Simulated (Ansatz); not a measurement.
Computed with Ansatz, DFT PBE, scalar-relativistic, plane waves, PAW. All cells share a 420 eV cutoff and Γ-centred k meshes spaced about 0.3 Å⁻¹ or finer (0.25 for metals, 2π included). No spin polarisation in the final relaxations.

All energies are static (0 K, no zero-point motion). All come from trial cells, and lower structures may exist.

Question: Which of these relaxed structures of Hf4C is the lowest in energy?
1.

```cif
data_structure
_symmetry_space_group_name_H-M 'R-3m:H'
_symmetry_Int_Tables_number 166
_cell_length_a 3.2556
_cell_length_b 3.2556
_cell_length_c 31.2861
_cell_angle_alpha 90.000
_cell_angle_beta 90.000
_cell_angle_gamma 120.000
_cell_volume 287.18
loop_
_atom_site_label
_atom_site_type_symbol
_atom_site_symmetry_multiplicity
_atom_site_Wyckoff_symbol
_atom_site_fract_x
_atom_site_fract_y
_atom_site_fract_z
_atom_site_occupancy
Hf1 Hf 6 c 0.66667 0.33333 0.95959 1
Hf2 Hf 6 c 0.33333 0.66667 0.79406 1
C1 C 3 a 0.00000 0.00000 0.00000 1
```

2.

```cif
data_structure
_symmetry_space_group_name_H-M 'R-3m:H'
_symmetry_Int_Tables_number 166
_cell_length_a 3.2429
_cell_length_b 3.2429
_cell_length_c 31.4192
_cell_angle_alpha 90.000
_cell_angle_beta 90.000
_cell_angle_gamma 120.000
_cell_volume 286.15
loop_
_atom_site_label
_atom_site_type_symbol
_atom_site_symmetry_multiplicity
_atom_site_Wyckoff_symbol
_atom_site_fract_x
_atom_site_fract_y
_atom_site_fract_z
_atom_site_occupancy
Hf1 Hf 6 c 0.66667 0.33333 0.70762 1
Hf2 Hf 6 c 0.00000 0.00000 0.79395 1
C1 C 3 a 0.00000 0.00000 0.00000 1
```

3.

```cif
data_structure
_symmetry_space_group_name_H-M 'P-3m1'
_symmetry_Int_Tables_number 164
_cell_length_a 3.2476
_cell_length_b 3.2476
_cell_length_c 10.3637
_cell_angle_alpha 90.000
_cell_angle_beta 90.000
_cell_angle_gamma 120.000
_cell_volume 94.66
loop_
_atom_site_label
_atom_site_type_symbol
_atom_site_symmetry_multiplicity
_atom_site_Wyckoff_symbol
_atom_site_fract_x
_atom_site_fract_y
_atom_site_fract_z
_atom_site_occupancy
Hf1 Hf 2 d 0.66667 0.33333 0.87576 1
Hf2 Hf 2 d 0.66667 0.33333 0.38196 1
C1 C 1 a 0.00000 0.00000 0.00000 1
```

4.

```cif
data_structure
_symmetry_space_group_name_H-M 'P2/m'
_symmetry_Int_Tables_number 10
_cell_length_a 5.2350
_cell_length_b 3.2699
_cell_length_c 5.6002
_cell_angle_alpha 90.000
_cell_angle_beta 90.585
_cell_angle_gamma 90.000
_cell_volume 95.86
loop_
_atom_site_label
_atom_site_type_symbol
_atom_site_symmetry_multiplicity
_atom_site_Wyckoff_symbol
_atom_site_fract_x
_atom_site_fract_y
_atom_site_fract_z
_atom_site_occupancy
Hf1 Hf 2 m 0.74402 0.00000 0.32419 1
Hf2 Hf 2 n 0.24787 0.50000 0.16291 1
C1 C 1 a 0.00000 0.00000 0.00000 1
```

Answer: 3. It has space group P-3m1 (No. 164); the next, 1, with space group R-3m (No. 166), lies 17 meV/atom higher. Counting Hf atoms around C (those within 1.25 times the shortest such distance or 1.15 times the sum of covalent radii), the lowest and the next both have C 6.

The k mesh leaves some 4 meV/atom of noise in the energy of each metallic cell. These runs have no spin–orbit coupling, which can matter for Hf. Cells relaxed within their symmetry can be saddle points. Some candidate types were left out of the draw beforehand, so a known form may be missing.
